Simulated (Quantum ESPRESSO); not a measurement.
# Spin moment and magnetic energy of fcc Ni under biaxial strain at fixed z length, PBE

Thin nickel films in magnetic sensors and strain-controlled memory elements are stretched or compressed by the layer beneath them, and their magnetisation can change as a result. We ask how far the spin moment of fcc Ni, and the energy that it gains by being magnetic, follow such a strain. The x and y lengths of the cell are scaled by factors from 0.96 to 1.04 and the z length is held, so volume and shape change together. Moments are given per Ni atom. The magnetic energy gain is the PBE energy of the run without spin polarisation less that of the ferromagnetic run, so a positive value favours magnetism. The net moment at a factor of 1.02 is estimated from the other rows.

## Computational details

One system, Ni (fcc, Fm-3m), 1 atom(s) a primitive cell, from measured cells of the Crystallography Open Database. Quantum ESPRESSO 7.5, plane waves with GBRV 1.5 PBE pseudopotentials, cutoff 544 eV, Fermi-Dirac smearing of 0.05 eV, k meshes whose coarsest spacing along a reciprocal vector is 0.21 to 0.37 1/Å over all runs (2π included). Functional: PBE, no Hubbard U; collinear spins, no spin-orbit coupling. Atoms stay at fixed fractions of the cell and the mesh divisions are held. In the given cell the shortest lattice vector along z is 3.524 Å long and the shortest in the xy plane 2.492 Å. At each point the moments on Ni are started parallel, opposed (signs +-, cell doubled at q = (0,1/2,1/2) of the reciprocal vectors) and without spin polarisation. Runs that did not converge or carry a known fault are not listed. The same in all rows: metal or insulator in the run from the parallel start, judged by its smearing entropy or density of states at the Fermi energy (a gap under a few smearing widths counts as a metal): metal.

Notes on method and selection:

- Each state is what a run reaches from typed starting moments; only a few collinear orders were started, so the lowest found need not be the ground state. Spin-orbit coupling is left out of these energies, which are free energies at the smearing width. A magnetic atom is one that was given a starting moment.
- Site moments count the spin inside each program's own atomic sphere, so they depend somewhat on its radius and leave out the spin between the spheres.
- Quantum ESPRESSO sets the radius of an element's spheres to about 0.41 of its shortest distance to a neighbour, so it changes from cell to cell and the site moment with it.
- A measured moment is set beside the table only where the run ends ferromagnetic and the measured order is ferromagnetic too.
- Runs that did not converge, have known faults or may not be shown are not listed, and runs on Ansatz's PAW sets soft_1 and soft_2 are kept to separate tables.

Columns:

- biaxial strain: factor on the x and y lengths of the cell, z held.
- moment (μB): largest site spin moment reached from the parallel start.
- moment, opposed (μB): largest site spin moment reached from the opposed start.
- gain, opposed (meV): energy of the run without spin polarisation less that of the run from the opposed start, per magnetic atom.
- magnetic distance (Å): shortest distance between magnetic atoms.
- net moment (μB): net spin moment of that run per magnetic atom.
- magnetic energy gain (meV): energy of the run without spin polarisation less that of the parallel start, per magnetic atom (positive: magnetism is favoured).

Input lines of one member:

```
&SYSTEM
  ecutwfc = 40
  ecutrho = 280
  nbnd = 15
  occupations = 'smearing'
  smearing = 'fd'
  degauss = 0.00367493
  nspin = 2
  starting_magnetization(1) = 0.0556
/
&ELECTRONS
  conv_thr = 2d-09
  mixing_beta = 0.3
/
K_POINTS automatic
14 14 14 0 0 0
```

Command (options for logging and memory left out): `pw.x -in pw.in`

## Computed values

| member | biaxial strain | moment (μB) | moment, opposed (μB) | gain, opposed (meV) | magnetic distance (Å) | net moment (μB) | magnetic energy gain (meV) |
| --- | --- | --- | --- | --- | --- | --- | --- |
| 0.96 | 0.96 | 0.628 | 0.0001 | −0.0287 | 2.392 | 0.588 | 46.8 |
| 0.98 | 0.98 | 0.661 | 0.0001 | −0.0288 | 2.442 | 0.619 | 50.9 |
| 1 | 1.00 | 0.707 | 0.0011 | −0.0294 | 2.492 | 0.663 | 54.7 |
| 1.02 | 1.02 | ? | 0.0383 | −0.0304 | 2.517 | ? | ? |
| 1.04 | 1.04 | 0.758 | 0.1356 | 0.0768 | 2.542 | 0.710 | 61.8 |

Cells marked ? are withheld until the estimate has been made.

## Mechanism

Both the net moment and the magnetic energy gain rise with every step of expansion shown. From 0.96 to 1.04 the net moment grows by 0.710 − 0.588 = 0.122 μB, or about 0.03 μB for each 2 % of strain, and the gain grows by 61.8 − 46.8 = 15.0 meV.

The likely main cause is band narrowing. Longer Ni–Ni distances weaken the overlap of the 3d orbitals, which raises the density of states and makes it cheaper to move electrons from minority to majority spin. The response stays moderate because the majority d band of Ni is already nearly full, so the moment is limited by the number of d holes. A film free to relax along z would normally thin when stretched. Its volume would then change less than here, and its moment probably would too.

The energy does not simply follow the square of the moment. The gain divided by the squared net moment falls from 46.8 / 0.588² = 135 to 61.8 / 0.710² = 123 meV/μB². A nearly full majority d band could act in this direction, since further polarisation must draw on sp states, where it costs more.

The net moment is smaller than the site moment in every complete row, by 0.707 − 0.663 = 0.044 μB in the unstrained cell. The spin outside the atomic spheres therefore points against that inside.

The opposed start gives no well-formed antiferromagnet. Its moments vanish almost entirely under compression, and only 0.1356 μB survives at 1.04, with a gain of 0.0768 meV. The energy difference between the two starts is thus nearly the whole energy of forming the moment, and it should not be converted into an exchange coupling between fixed spins.

## Predicting the missing value

Plain estimates from the members shown:

- 1.02, straight-line interpolation between 1 and 1.04: w = (1.02 − 1.00) / (1.04 − 1.00) = 0.500, so 0.663 + 0.500 × (0.710 − 0.663) = 0.686 μB

We use the straight line between the two neighbouring rows, 1.00 and 1.04. The strain of 1.02 lies midway, which gives (0.663 + 0.710) / 2 = 0.687 μB.

A correction for curvature would need a consistent bend in the data, and the rows do not show one. The same route can be tried on the two inner members. For 0.98, the rows at 0.96 and 1.00 give (0.588 + 0.663) / 2 = 0.626 μB, while the run gives 0.619, which is 0.007 lower. For 1.00, the rows at 0.98 and 1.04 give 0.619 + (0.710 − 0.619) / 3 = 0.649 μB, while the run gives 0.663, which is 0.014 higher. The misses have opposite signs, so we apply no shift.

The magnetic energy gain rises more evenly, by 50.9 − 46.8 = 4.1, 54.7 − 50.9 = 3.8 and 61.8 − 54.7 = 7.1 meV over strain steps of 0.02, 0.02 and 0.04. This makes a sudden electronic change near the unstrained cell unlikely. Part of the unevenness in the moment may come from the sampling of the Fermi surface by a finite k mesh.

The root mean square of the two test misses is √((0.007² + 0.014²) / 2) = 0.011 μB. We take 0.011 μB as one standard deviation, although two tests fix it only roughly.

**Committed estimate, 1.02: net moment = 0.687 ± 0.011 μB.**

## Result

| member | biaxial strain | moment (μB) | moment, opposed (μB) | gain, opposed (meV) | magnetic distance (Å) | net moment (μB) | magnetic energy gain (meV) |
| --- | --- | --- | --- | --- | --- | --- | --- |
| 1.02 | 1.02 | 0.741 | 0.0383 | −0.0304 | 2.517 | 0.695 | 58.4 |

| member | estimate | net moment (μB) | computed | estimate − computed | miss in error bars |
| --- | --- | --- | --- | --- | --- |
| 1.02 | committed | 0.687 | 0.695 | −0.008 | 0.7 |
| 1.02 | interpolation | 0.686 | 0.695 | −0.008 |  |

The run gives 0.695 μB. Our estimate of 0.687 μB is 0.008 too low and lies inside the error bar of 0.011. It is no better than the plain interpolation, which it repeats apart from rounding.

Interpolating between neighbours worked, but the case for ignoring curvature was weaker than we thought. The successive increases in moment are 0.031, 0.044, 0.032 and 0.015 μB, so growth slows on the stretched side. This would fit a majority d band that is almost full, although errors in sampling the Fermi surface could contribute. The continued rise agrees with band narrowing but cannot isolate it from the change of cell shape.

One of our earlier explanations has to be withdrawn. We linked the falling ratio of magnetic energy gain to squared moment to the filling of the majority band. If the energy at first falls equally fast with the squared moment, a stiffer limit on the moment raises that ratio instead of lowering it. Nor is the fall steady: the new row gives 58.4 / 0.695² = 121 meV/μB², below the 123 at 1.04. The cause remains open.

## Residuals

No net moment stands out. A least-squares line through the five rows rises by 0.016 μB per 1 % of strain, and the largest departure from it is 0.009 μB, at 1.04, where the run lies below the line. The magnetic energy gain is smoother still, with steps of 50.9 − 46.8 = 4.1, 54.7 − 50.9 = 3.8, 58.4 − 54.7 = 3.7 and 61.8 − 58.4 = 3.4 meV. That is expected, because near the energy minimum a small error in the moment changes the energy only to second order.

The opposed start does have an exception at 1.04, where 0.1356 μB survives and the gain is positive, at 0.0768 meV. In the other four rows the gain is close to −0.03 meV, probably a small numerical offset between the doubled cell and the primitive one. Narrower bands may begin to support a weak opposed moment at 1.04, but an energy this small is thin evidence for a stable antiferromagnetic state.

## Conclusions

Between factors of 0.96 and 1.04, with z held, stretching raises both the PBE moment and the magnetic energy gain. Interpolation between neighbouring rows should give the net moment that the same PBE settings would yield at a further strain in this range to about 0.01 μB. This is not the distance to a measured moment. None is set beside the table, and PBE tends to put the moment of nickel too high.

For a film, the moment per volume matters more, and in these PBE cells of fixed z length it changes much less. An atom occupies 2.492² × 3.524 / 2 = 10.94 Å³ in the unstrained cell, and one μB per Å³ equals 9274 kA/m, which gives a spin magnetisation of 0.663 × 9274 / 10.94 = 562 kA/m. At 1.04 the volume is 1.04² times larger, and the result is 0.710 × 9274 / (10.94 × 1.04²) = 556 kA/m. On the stretched side the larger volume thus roughly cancels the gain in moment. Under compression the moment falls faster than the volume, and at 0.96 the result is 0.588 × 9274 / (10.94 × 0.96²) = 541 kA/m. These figures serve to compare the strained cells with one another. As magnetisations of real nickel they are probably too high, because they carry over the PBE moment, and a film free to relax along z would also have a different volume.

Temperature enters these runs only through the Fermi-Dirac smearing of 0.05 eV, which acts as a temperature of the electrons. Thermal disorder of the spin directions is left out, and its effect can exceed the 0.122 μB spread: at the Curie point nickel loses its whole spontaneous magnetisation. On the PBE scale of this table that would be 0.663 μB per atom in the unstrained cell, which should not be read as the measured moment.

[Logs are printed without paths, hosts, clocks, repeated set-up lines and the standing remarks that a program may print on its own settings, such as how far it seeks lower states.]
